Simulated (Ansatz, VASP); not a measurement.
# One calculation of KCl, two programs

```
K Cl
1.0
     0.00000    3.15610    3.15610
     3.15610    0.00000    3.15610
     3.15610    3.15610    0.00000
K Cl
1 1
Direct
  0.00000 0.00000 0.00000
  0.50000 0.50000 0.50000
```

Alike in both runs: task electric field gradients; functional PBE; k mesh 7 × 7 × 7; occupations fermi-dirac, width 0.03 eV; no spin polarisation.

|  | VASP | Ansatz |
| --- | --- | --- |
| version | VASP 6.6.1 | Ansatz 0.2.0 |
| potentials or method | VASP PAW PBE potentials, release 64 (K_sv, Cl) | PAW with Ansatz's default frozen-core files, scalar-relativistic |
| plane-wave cutoff (eV) | 520 | 420 |
| valence electrons in the cell | 16 | 16 |

|  | VASP | Ansatz | Ansatz less VASP |
| --- | --- | --- | --- |
| gap on the k mesh at the Fermi level (eV) | 5.16 | 5.16 | +0.002 |
| pressure (GPa) | 0.6 | 0.6 | -0.02 |
| Vzz of the field gradient on the site that differs most (V/Å²) | 0.0 | 0.0 | 0.00 |

Caveats: an odd mesh through Γ misses points on the zone boundary, where band edges often lie. As with any semilocal functional, this PBE gap is likely too small.
